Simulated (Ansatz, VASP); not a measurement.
# Al3GaN4: VASP beside Ansatz

File POSCAR:

```
Al3GaN4
1.0
    4.4012372926      0.0000000000      0.0000000000
    0.0000000000      4.4012372926      0.0000000000
    0.0000000000      0.0000000000      4.4012372926
Al Ga N
3 1 4
Direct
    0.5034005322      0.5034005322      0.0116258874
    0.5034005322      0.0116258874      0.5034005322
    0.0116258874      0.5034005322      0.5034005322
   -0.0098384312     -0.0098384312     -0.0098384312
    0.7478275010      0.7478275010      0.2652255672
    0.7478275010      0.2652255672      0.7478275010
    0.2652255672      0.7478275010      0.7478275010
    0.2525967941      0.2525967941      0.2525967941
```

The input INCAR.step1:

```
PREC = Accurate
ENCUT = 520
ISMEAR = 0
SIGMA = 0.05
LREAL = F
LASPH = T
NELM = 100
NBANDS = 31
GGA = PE
ALGO = Normal
EDIFF = 1E-4
LWAVE = T
LCHARG = F
```

File INCAR.step2:

```
PREC = Accurate
ENCUT = 520
EDIFF = 1E-6
ISMEAR = 0
SIGMA = 0.05
LREAL = F
LASPH = T
NELM = 100
ALGO = Normal
ISIF = 2
LWAVE = F
LCHARG = F
METAGGA = R2SCAN
LMIXTAU = T
NBANDS = 31
ISTART = 1
```

Contents of KPOINTS:

```
regular mesh
0
Gamma
  6 6 6
```

Input for Ansatz:

```yaml
crystal:
  lattice:
    - [4.4012372926, 0.0, 0.0]
    - [0.0, 4.4012372926, 0.0]
    - [0.0, 0.0, 4.4012372926]
  atoms:
    - { symbol: Al, position: [0.5034005322, 0.5034005322, 0.0116258874] }
    - { symbol: Al, position: [0.5034005322, 0.0116258874, 0.5034005322] }
    - { symbol: Al, position: [0.0116258874, 0.5034005322, 0.5034005322] }
    - { symbol: Ga, position: [-0.0098384312, -0.0098384312, -0.0098384312] }
    - { symbol: "N", position: [0.747827501, 0.747827501, 0.2652255672] }
    - { symbol: "N", position: [0.747827501, 0.2652255672, 0.747827501] }
    - { symbol: "N", position: [0.2652255672, 0.747827501, 0.747827501] }
    - { symbol: "N", position: [0.2525967941, 0.2525967941, 0.2525967941] }
basis:
  ecutwfc: 500
kpoints:
  mp_grid: { grid: [6, 6, 6] }
hamiltonian:
  xc: r2scan
scf:
  occupations: { method: gaussian, width: 0.05 }
output:
  forces: true
  stress: true
  eigenvalues: true
```

Change from the starting cell: mode 4 (254.0 1/cm) frozen in, largest displacement -0.075 Å.

Alike in both runs: task single point; functional r2SCAN; k mesh 6 × 6 × 6; occupations gaussian, width 0.05 eV; no spin polarisation.

```csv
,VASP,Ansatz
version,VASP 6.6.1,Ansatz 0.2.0
potentials or method,"VASP PAW PBE potentials, release 64 (Al, Ga_d, N)","scalar-relativistic, plane waves, PAW"
plane-wave cutoff (eV),520,500
valence electrons in the cell,42,42
```

```csv
,VASP,Ansatz,Ansatz less VASP
gap on the k mesh at the Fermi level (eV),3.81,3.81,+0.005
least direct gap on the mesh (eV),3.81,3.81,+0.005
pressure (GPa),-0.1,0.0,+0.02
largest component of the traceless stress (GPa),0.47,0.43,-0.035
rms of the force components (eV/Å),0.269,0.270,+0.0006
```

Atom by atom the forces differ by 0.031 eV/Å (rms over components).

Caveats: the PAW data sets were made with another functional, which shifts forces and pressure a little (VASP). A k mesh can miss the band edges.
